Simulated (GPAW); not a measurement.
A run of GPAW 26.7.0:

File run.py:

```python
import numpy as np
from ase.dft.bandgap import bandgap
from ase.io import read, write
from ase.units import GPa
from gpaw import GPAW, PW
from gpaw.spinorbit import soc_eigenstates

atoms = read('POSCAR')

calc = GPAW(mode=PW(800),
            xc='PBE',
            kpts={'size': (7, 7, 7), 'gamma': True},
            occupations={'name': 'fermi-dirac', 'width': 0.05},
            nbands=19,
            convergence={'density': 1e-05, 'energy': 1e-05},
            maxiter=150,
            txt='gpaw.txt')
atoms.calc = calc
energy = atoms.get_potential_energy()
forces = atoms.get_forces()
stress = atoms.get_stress()
calc.write('gs.gpw')
write('result.traj', atoms)
print(f'Energy: {energy:.6f} eV')
print('Forces (eV/A):')
print(forces.round(4))
print('Stress (GPa):', (stress / GPa).round(3))
print('Fermi level:', round(calc.get_fermi_level(), 4), 'eV')
print(f'Gap: {bandgap(calc)[0]:.4f} eV, direct: {bandgap(calc, direct=True)[0]:.4f} eV')

path = atoms.cell.bandpath('GXWKGLUWLK,UX', npoints=80, eps=1e-4)
bs_calc = calc.fixed_density(kpts=path, symmetry='off', nbands=28,
                             convergence={'bands': 'CBM+6.0', 'eigenstates': 1e-6}, txt='bands.txt')
bs = bs_calc.band_structure()
bs.write('bs.json')
print(f'Gap on the path: {bandgap(bs_calc)[0]:.4f} eV')

soc = soc_eigenstates(bs_calc, theta=54.7, phi=45)
np.savetxt('soc_bands.dat', soc.eigenvalues(), fmt='%.4f')
mesh = soc_eigenstates('gs.gpw', theta=54.7, phi=45)
np.savetxt('soc_mesh.dat', mesh.eigenvalues(), fmt='%.4f')
print('Fermi level with spin-orbit coupling:', round(mesh.fermi_level, 4), 'eV')
```

Contents of POSCAR:

```
ZrN
1.0
    0.0000000000      2.3000000000      2.3000000000
    2.3000000000      0.0000000000      2.3000000000
    2.3000000000      2.3000000000      0.0000000000
Zr N
1 1
Direct
    0.5000000000      0.5000000000      0.5000000000
    0.0000000000      0.0000000000      0.0000000000
```

Potentials or basis: GPAW PAW data sets (gpaw-data 1.2.1), pw.

Launch:

```bash
$ OMP_NUM_THREADS=1 python run.py
```

Hardware: 1 thread of Arm Neoverse V1 (shared host).

How long does it take, and how much memory?

It took 43 s on 1 thread of Arm Neoverse V1, with other jobs on the host, peak memory 0.27 GiB. Counts: scf iterations 14, plane waves 1267, bands 19, k points 20.
